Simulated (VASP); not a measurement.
# PbSe (Clausthalite) in VASP: notebook

Aim: see how the results for PbSe (Clausthalite) move with the level of theory and the settings. Levels: RPBE+D4, PBEsol, PBE. Tasks: single point.

Everything below comes from runs of VASP 6.6.1. Logs are shortened: lines on timing, memory, paths and dates and some standing lists are left out, and cuts for length are marked.

**Measured values to compare with.**

From a printed reference work, monograph, for a bulk crystal of PbSe at 300 K: band gap 0.28 eV (direct).

How close the calculation comes is told below.

## (1) The cell of the first run

It takes space group Fm-3m (No. 225, cubic). Conventional cell: a = 6.121 Å, b = 6.121 Å, c = 6.121 Å, α = 90.00°, β = 90.00°, γ = 90.00°. Within 4.0 Å of Pb (site symmetry m-3m) lie 6 Se at 3.06 Å. Se (site symmetry m-3m) has 6 Pb at 3.06 Å within 4.0 Å.

## (2) Single point, RPBE+D4

Input file INCAR:

```
SYSTEM = PbSe
ALGO = Normal ; EDIFF = 1E-7
ENCUT = 520 ; GGA = RP
ISIF = 2 ; ISMEAR = -1
IVDW = 13 ; LASPH = .TRUE.
LCHARG = .TRUE. ; LELF = .TRUE.
LREAL = .FALSE. ; LVHAR = .TRUE.
LWAVE = .FALSE. ; NBANDS = 17
NELM = 60 ; PREC = Accurate
SIGMA = 0.05
```

Input file KPOINTS:

```
k-points
0
G
  8 8 8
  0 0 0
```

Input file POSCAR:

```
PbSe
1.0
    0.0000000000      3.0606500000      3.0606500000
    3.0606500000      0.0000000000      3.0606500000
    3.0606500000      3.0606500000      0.0000000000
Pb Se
1 1
Direct
    0.0000000000      0.0000000000      0.0000000000
    0.5000000000      0.5000000000      0.5000000000
```

Potentials or basis: VASP PAW PBE potentials, release 64 (Pb_d, Se).

Run with:

```console
$ cat potpaw_PBE.64/Pb_d/POTCAR potpaw_PBE.64/Se/POTCAR > POTCAR
$ mpirun -np 1 vasp_std > vasp.out
```

OUTCAR:

```text
SYSTEM = PbSe
   EDIFF = 1E-7
   ENCUT = 520
   GGA = RP
   ISIF = 2
   ISMEAR = -1
   IVDW = 13
   LASPH = .TRUE.
   LREAL = .FALSE.
   NELM = 60
   PREC = Accurate

 ion  position               nearest neighbor table
   1  0.000  0.000  0.000-   2 3.06   2 3.06   2 3.06   2 3.06   2 3.06   2 3.06
   2  0.500  0.500  0.500-   1 3.06   1 3.06   1 3.06   1 3.06   1 3.06   1 3.06

  LATTYP: Found a face centered cubic cell.
 ALAT       =     6.1213000000

  Lattice vectors:

 A1 = (   0.0000000000,   3.0606500000,   3.0606500000)
 A2 = (   3.0606500000,   0.0000000000,   3.0606500000)
 A3 = (   3.0606500000,   3.0606500000,   0.0000000000)

Analysis of symmetry for initial positions (statically):
=====================================================================
 Subroutine PRICEL returns:
 Original cell was already a primitive cell.

 Routine SETGRP: Setting up the symmetry group for a
 face centered cubic supercell.

 Subroutine GETGRP returns: Found 48 space group operations
 (whereof 48 operations were pure point group operations)
 out of a pool of 48 trial point group operations.

The static configuration has the point symmetry O_h .

Analysis of symmetry for dynamics (positions and initial velocities):
=====================================================================
 Subroutine PRICEL returns:
 Original cell was already a primitive cell.

 Routine SETGRP: Setting up the symmetry group for a
 face centered cubic supercell.

 Subroutine GETGRP returns: Found 48 space group operations
 (whereof 48 operations were pure point group operations)
 out of a pool of 48 trial point group operations.

The dynamic configuration has the point symmetry O_h .

 Subroutine INISYM returns: Found 48 space group operations
 (whereof 48 operations are pure point group operations),
 and found     1 'primitive' translations

----------------------------------------------------------------------------------------

                                     Primitive cell

  volume of cell :      57.3418

  direct lattice vectors                    reciprocal lattice vectors
     0.000000000  3.060650000  3.060650000    -0.163363991  0.163363991  0.163363991
     3.060650000  0.000000000  3.060650000     0.163363991 -0.163363991  0.163363991
     3.060650000  3.060650000  0.000000000     0.163363991  0.163363991 -0.163363991

  length of vectors
     4.328412740  4.328412740  4.328412740     0.282954733  0.282954733  0.282954733

[... 79 lines left out ...]
   NELM   =     60;   NELMIN=  2; NELMDL= -5     # of ELM steps
   EDIFF  = 0.1E-06   stopping-criterion for ELM
   LREAL  =      F    real-space projection
   EDIFFG = 0.1E-05   stopping-criterion for IOM
   NSW    =      0    number of steps for IOM
   IBRION =     -1    ionic relax: 0-MD 1-quasi-New 2-CG
   NFREE  =      0    steps in history (QN), initial steepest desc. (CG)
   ISIF   =      2    stress and relaxation
   ISYM   =      2    0-nonsym 1-usesym 2-fastsym
   POTIM  = 0.5000    time-step for ionic-motion
   TEBEG  =    0.0;   TEEND  =   0.0 temperature during run
   PSTRESS=    0.0 pullay stress
   NELECT =      20.0000    total number of electrons
   NUPDOWN=      -1.0000    fix difference up-down
   EMIN   =  10.00;   EMAX   =-10.00  energy-range for DOS
   EFERMI =   0.00;   METHOD = LEGACY
   ISMEAR =    -1;   SIGMA  =   0.05  broadening in eV -4-tet -1-fermi 0-gaus
   EFERMI_NEDOS =   21; number of points for ismear=-14 and -15
   IALGO  =     38    algorithm
   IMIX   =      4    mixing-type and parameters
     AMIX     =   0.40;   BMIX     =  1.00
     AMIX_MAG =   1.60;   BMIX_MAG =  1.00
  volume/ion in A,a.u.               =      28.67       193.48
  Fermi-wavevector in a.u.,A,eV,Ry     =   1.152377  2.177676 18.068159  1.327972
  Thomas-Fermi vector in A             =   2.289028
   LORBIT       =      0    0 simple, 1 ext, 2 COOP (PROOUT), +10 PAW based schemes
   GGA     = RP    functional components
   LHFCALC =     F    Hartree Fock is set to
   AEXX    =    0.0000 exact exchange contribution
   IVDW    =    13    specifies the selected vdW correction
   LEPSILON=     F    determine dielectric tensor
   LRPA    =     F    only Hartree local field effects (RPA)
 non-spin polarized calculation
  energy-cutoff  :      520.00
  volume of cell :       57.34
 maximum number of plane-waves:      1572
   NGX = 17   NGY = 17   NGZ = 17

 number of electron      20.0000000 magnetization

 Free energy of the ion-electron system (eV)
  ---------------------------------------------------
  ext. energy  EPLUGINS =         0.00000000
  ---------------------------------------------------
  free energy    TOTEN  =        -7.46351150 eV

  energy without entropy =       -7.46334178  energy(sigma->0) =       -7.46342664

 E-fermi :   5.3852     XC(G=0):  -9.3806

 val. band max:        5.1971419158   @ k =   0.5000   0.0000   0.0000
 cond. band min:       5.5732659218   @ k =   0.5000   0.0000   0.0000
 fundamental gap:      0.3761240059
 Fermi energy:         5.3852268166

 k-point     1 :       0.0000    0.0000    0.0000
  band No.  band energies     occupation
      1     -11.7175      2.00000
      2     -11.7175      2.00000
      3     -11.7175      2.00000
      4     -11.7093      2.00000
      5     -11.7093      2.00000
      6      -8.3769      2.00000
[... 457 lines left out ...]
      4     -11.6970      2.00000
      5     -11.6822      2.00000
      6      -7.1201      2.00000
[... 9 lines left out ...]
     16      16.0519      0.00000
     17      16.1874      0.00000

 [... further k-points ...]

------------------------ aborting loop because EDIFF is reached ----------------------------------------

  DFT-D4 for vdW energy calculation

  Edisp (eV):   -1.45313

  FORCE on cell =-STRESS in cart. coord.  units (eV):
  Direction    XX          YY          ZZ          XY          YZ          ZX
  --------------------------------------------------------------------------------------
  -------------------------------------------------------------------------------------
  Total       0.08815     0.08815     0.08815     0.00000    -0.00000     0.00000
  in kB       2.46293     2.46293     2.46293     0.00000    -0.00000     0.00000
  external pressure =        2.46 kB  Pullay stress =        0.00 kB

 VOLUME and BASIS-vectors are now :
 -----------------------------------------------------------------------------
  energy-cutoff  :      520.00
  volume of cell :       57.34
      direct lattice vectors                 reciprocal lattice vectors
     0.000000000  3.060650000  3.060650000    -0.163363991  0.163363991  0.163363991
     3.060650000  0.000000000  3.060650000     0.163363991 -0.163363991  0.163363991
     3.060650000  3.060650000  0.000000000     0.163363991  0.163363991 -0.163363991

 POSITION                                       TOTAL-FORCE (eV/Angst)
 -----------------------------------------------------------------------------------
      0.00000      0.00000      0.00000         0.000000      0.000000      0.000000
      3.06065      3.06065      3.06065        -0.000000     -0.000000     -0.000000
 -----------------------------------------------------------------------------------
    total drift:                                0.000000     -0.000000     -0.000000

  FREE ENERGIE OF THE ION-ELECTRON SYSTEM (eV)
  ---------------------------------------------------
  free  energy   TOTEN  =        -8.9166406862 eV

  energy  without entropy=       -8.9164709650  energy(sigma->0) =       -8.91655583
```

OSZICAR:

```text
N       E                     dE             d eps       ncg     rms          rms(c)
DAV:   1     0.160173524105E+03    0.16017E+03   -0.95401E+03   986   0.119E+03
DAV:   2     0.389933221472E+01   -0.15627E+03   -0.15041E+03  1062   0.312E+02
DAV:   3    -0.746053342671E+01   -0.11360E+02   -0.11289E+02  1244   0.892E+01
DAV:   4    -0.772962296528E+01   -0.26909E+00   -0.26895E+00  1272   0.155E+01
DAV:   5    -0.773852752570E+01   -0.89046E-02   -0.89043E-02  1376   0.270E+00    0.291E+00
DAV:   6    -0.745875041341E+01    0.27978E+00   -0.67561E-01  1506   0.552E+00    0.171E+00
DAV:   7    -0.745684782691E+01    0.19026E-02   -0.13182E-01  1180   0.176E+00    0.922E-01
DAV:   8    -0.746366714039E+01   -0.68193E-02   -0.17141E-02  1153   0.140E+00    0.171E-01
DAV:   9    -0.746333750728E+01    0.32963E-03   -0.30978E-03  1500   0.580E-01    0.556E-02
DAV:  10    -0.746347833838E+01   -0.14083E-03   -0.41567E-04  1101   0.115E-01    0.219E-02
DAV:  11    -0.746351070551E+01   -0.32367E-04   -0.15512E-04  1250   0.119E-01    0.138E-02
DAV:  12    -0.746351095391E+01   -0.24839E-06   -0.78073E-06  1186   0.164E-02    0.450E-03
DAV:  13    -0.746351134838E+01   -0.39447E-06   -0.55736E-07  1219   0.495E-03    0.206E-03
DAV:  14    -0.746351146952E+01   -0.12114E-06   -0.85298E-07  1062   0.705E-03    0.111E-03
DAV:  15    -0.746351149776E+01   -0.28245E-07   -0.34141E-08   965   0.169E-03
   1 F= -.89166407E+01 E0= -.89165558E+01  d E =-.169721E-03
```

It took 18 s on 1 thread of Intel Xeon 6975P-C, shared host; peak memory 0.19 GiB.

What came out:

```yaml
Free_energy: -8.9166 eV
Pressure: 0.2 GPa
Band_gap_on_the_k_mesh: 0.38 eV, direct
Dispersion_energy_per_atom: -0.727 eV
```

Levels at points of the mesh, in eV from the valence-band top:
```tsv
k point	band 7	band 8	band 9	band 10	band 11	band 12	band 13	band 14
(0.00, 0.00, 0.00)	-6.26	-1.89	-1.89	-1.89	4.76	4.76	4.76	6.55
(0.50, 0.00, 0.00)	-8.78	-1.49	-1.49	0.00	0.38	1.74	1.74	8.67
(0.50, 0.50, 0.00)	-7.36	-4.96	-3.23	-3.23	3.77	5.65	5.65	6.10
```

Caveat: the PAW data sets were made with another functional, which shifts forces and pressure a little; spin-orbit coupling is left out, which moves the levels of the heavy elements.

## (3) Single point, PBEsol (atoms moved at random)

Input file INCAR:

```
SYSTEM = PbSe
ALGO = Normal
EDIFF = 1E-6
ENCUT = 520
GGA = PS
ISIF = 2
ISMEAR = -1
LASPH = .TRUE.
LCHARG = .FALSE.
LREAL = .FALSE.
LWAVE = .FALSE.
NBANDS = 17
NELM = 80
PREC = Accurate
SIGMA = 0.05
```

KPOINTS is that of step 2.

Input file POSCAR:

```
PbSe
1.0
    0.0000000000      3.0606500000      3.0606500000
    3.0606500000      0.0000000000      3.0606500000
    3.0606500000      3.0606500000      0.0000000000
Pb Se
1 1
Direct
   -0.0022480000     -0.0031650000     -0.0006020000
    0.5030880000      0.4999950000      0.4926990000
```

Potentials or basis: VASP PAW PBE potentials, release 64 (Pb_d, Se).

Run with:

```console
$ cat potpaw_PBE.64/Pb_d/POTCAR potpaw_PBE.64/Se/POTCAR > POTCAR
$ mpirun -np 1 vasp_std > vasp.out
```

Wall time 3.2 min (1 thread of Intel Xeon 8259CL, shared host); peak memory 0.38 GiB.

Results (log left out):

```
Free energy            : -8.9170 eV
Pressure               : -0.5 GPa
Largest force          : 0.010 eV/Å
Band gap on the k mesh : 0.21 eV, direct
```

Forces in eV/Å, atoms in the order of the input:
```
Pb  -0.004 -0.002  0.009
Se   0.004  0.002 -0.009
```

Levels at points of the mesh, in eV from the valence-band top:
| k point | band 8 | band 9 | band 10 | band 11 | band 12 | band 13 |
| --- | --- | --- | --- | --- | --- | --- |
| (0.00, 0.00, 0.00) | -1.87 | -1.87 | -1.87 | 4.67 | 4.68 | 4.68 |
| (0.50, 0.00, 0.00) | -1.46 | -1.46 | -0.01 | 0.22 | 1.65 | 1.66 |
| (0.00, 0.50, 0.00) | -1.46 | -1.46 | 0.00 | 0.21 | 1.66 | 1.66 |
| (0.00, 0.00, 0.50) | -1.46 | -1.46 | -0.01 | 0.22 | 1.65 | 1.66 |
| (0.50, 0.50, 0.50) | -1.46 | -1.46 | 0.00 | 0.21 | 1.66 | 1.66 |
| (0.50, 0.50, 0.00) | -5.02 | -3.24 | -3.24 | 3.58 | 5.59 | 5.59 |
| (0.00, 0.50, 0.50) | -5.02 | -3.24 | -3.24 | 3.58 | 5.59 | 5.59 |
| (0.50, 0.00, 0.50) | -5.02 | -3.24 | -3.24 | 3.58 | 5.59 | 5.59 |

Caveat: the cell differs from its parent crystal (atoms moved at random); the PAW data sets were made with another functional, which shifts forces and pressure a little; spin-orbit coupling is left out, which moves the levels of the heavy elements. A k mesh can miss the band edges.

## (4) Single point, PBE

Input file INCAR:

```
PREC = Accurate
ENCUT = 520
EDIFF = 1E-6
ISMEAR = -1
SIGMA = 0.02
LREAL = F
LASPH = T
NELM = 80
ALGO = Normal
ISIF = 2
LWAVE = F
LCHARG = F
GGA = PE
NBANDS = 17
```

Input file KPOINTS:

```
Automatic mesh
0
Gamma
  3 3 3
```

Input file POSCAR:

```
PbSe
1.0
    0.0000000000      3.0606500000      3.0606500000
    3.0606500000      0.0000000000      3.0606500000
    3.0606500000      3.0606500000      0.0000000000
Pb Se
1 1
Direct
    0.0000000000      0.0000000000      0.0000000000
    0.5000000000      0.5000000000      0.5000000000
```

Run with:

```console
$ cat potpaw_PBE.64/Pb_d/POTCAR potpaw_PBE.64/Se/POTCAR > POTCAR
$ mpirun -np 1 vasp_std > vasp.out
```

Run time: 4.6 s. Hardware: 1 thread of Intel Xeon 6975P-C, shared host; peak memory 0.17 GiB.

It converged, with:

```yaml
Free_energy: -8.2928 eV
Pressure: 1.5 GPa
```

Levels at points of the mesh, in eV from the Fermi level:
```csv
k point,band 7,band 8,band 9,band 10,band 11,band 12,band 13,band 14
"(0.00, 0.00, 0.00)",-6.08,-1.66,-1.66,-1.66,4.94,4.94,4.94,6.75
```

Caveat: the k points lie up to 0.59 Å⁻¹ apart; this odd mesh misses L, where the gap lies, so gap, dielectric constants and Born charges aren't listed; spin-orbit coupling is left out, which moves the levels of the heavy elements.

## (5) Overview

| level | k mesh | smearing | gap on the mesh (eV) | pressure (GPa) |
| --- | --- | --- | --- | --- |
| RPBE+D4 | 8 × 8 × 8 | fermi-dirac 0.05 eV | 0.38 | 0.2 |
| PBEsol | 8 × 8 × 8 | fermi-dirac 0.05 eV | 0.21 | -0.5 |
| PBE | 3 × 3 × 3 | fermi-dirac 0.02 eV | - | 1.5 |

Some of these runs hold the atoms at other places in the same cell, which the table doesn't show; runs alike in all that it shows share one row.

Alike in all rows: task single point; potentials or basis VASP PAW PBE potentials, release 64 (Pb_d, Se); no spin polarisation; cell as given; cutoff (eV) 520.

Caveats: some runs use coarse meshes; spin-orbit coupling is left out, which moves the levels of the heavy elements; the PAW data sets were made with another functional, which shifts forces and pressure a little (some runs).

Absolute energies hang on the potentials; compare differences alone.

## (6) Comparison with measurements

Step 2. Measured gap of PbSe: 0.28 eV (direct; 300 K; a printed reference work, monograph). This calculation gives 0.38 eV (+0.10 eV). 2 values of this kind are on record (0.15 to 0.28 eV); this one was drawn at random. Spin-orbit coupling on Pb, Se is left out. The value is that of RPBE+D4 on a finite k mesh, which can miss the band edges, without temperature or zero-point motion.
